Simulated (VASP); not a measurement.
**Mo: relaxation of the atoms with PBE**

Mo, a slab with vacuum:

```xyz
6
Lattice="2.7382 0.0000 0.0000 -0.9127 2.5816 0.0000 0.0000 0.0000 26.1786" Properties=species:S:1:pos:R:3 pbc="T T T"
Mo    0.9127    1.2908    7.5000
Mo    0.0000    0.0000    9.7357
Mo    0.9127    1.2908   11.9714
Mo    0.0000    0.0000   14.2072
Mo    0.9127    1.2908   16.4429
Mo    0.0000    0.0000   18.6786
```

The slab is cut from a database's or a generator's crystal, which needn't be the stable form of the element.

```json
{
 "Program": "VASP 6.6.1",
 "Task": "relaxation of the atoms",
 "Functional": "PBE",
 "Potentials or basis": "VASP PAW PBE potentials, release 64 (Mo_sv)",
 "Cutoff": "520 eV",
 "k mesh": "15 × 15 × 1",
 "Occupations": "methfessel-paxton, width 0.1 eV",
 "Spin": "no spin polarisation",
 "Dipole correction": "yes",
 "Further INCAR settings": "ALGO = Normal; EDIFF = 1e-06; IBRION = 2; EDIFFG = -0.02; NSW = 80"
}
```

The energy gained by relaxing is 12.2 meV/atom, the ionic steps are 12 and the largest force after relaxing is 0.008 eV/Å. The band gap on the k mesh is none (metal or under the smearing width).

Forces on the atoms (eV/Å):
```
Mo   0.000  0.000  0.005
Mo   0.000  0.000  0.002
Mo   0.000  0.000 -0.008
Mo   0.000  0.000  0.008
Mo   0.000  0.000 -0.002
Mo   0.000  0.000 -0.005
```

Step by step:
```csv
step,energy change (eV),largest force (eV/Å),pressure (GPa)
1,0.0000,0.6652,-3.23
2,-0.0564,0.3081,-2.57
3,-0.0638,0.2331,-2.16
4,-0.0688,0.0871,-1.97
5,-0.0689,0.0799,-1.94
6,-0.0700,0.0541,-1.87
7,-0.0721,0.0633,-1.68
8,-0.0701,0.1916,-1.27
9,-0.0724,0.0696,-1.58
10,-0.0731,0.0309,-1.42
11,-0.0732,0.0344,-1.38
12,-0.0733,0.0082,-1.33
```

Final structure:
```
Mo
1.0
     2.73819    0.00000    0.00000
    -0.91273    2.58159    0.00000
     0.00000    0.00000   26.17859
Mo
6
Direct
  0.50000 0.50000 0.28991
  0.00000 0.00000 0.37120
  0.50000 0.50000 0.45718
  0.00000 0.00000 0.54282
  0.50000 0.50000 0.62880
  0.00000 0.00000 0.71009
```

Levels at points of the mesh, in eV from the Fermi level:
| k point | band 38 | band 39 | band 40 | band 41 | band 42 | band 43 | band 44 | band 45 | band 46 | band 47 |
| --- | --- | --- | --- | --- | --- | --- | --- | --- | --- | --- |
| (0.00, 0.00, 0.00) | -1.38 | -1.24 | -1.21 | -1.17 | -0.66 | -0.45 | 0.47 | 0.72 | 1.14 | 1.23 |

It took 32 min on 4 MPI ranks on AMD EPYC 7R43 64-Core Processor (Zen 3), with other jobs on the host, peak memory 0.49 GiB a rank.
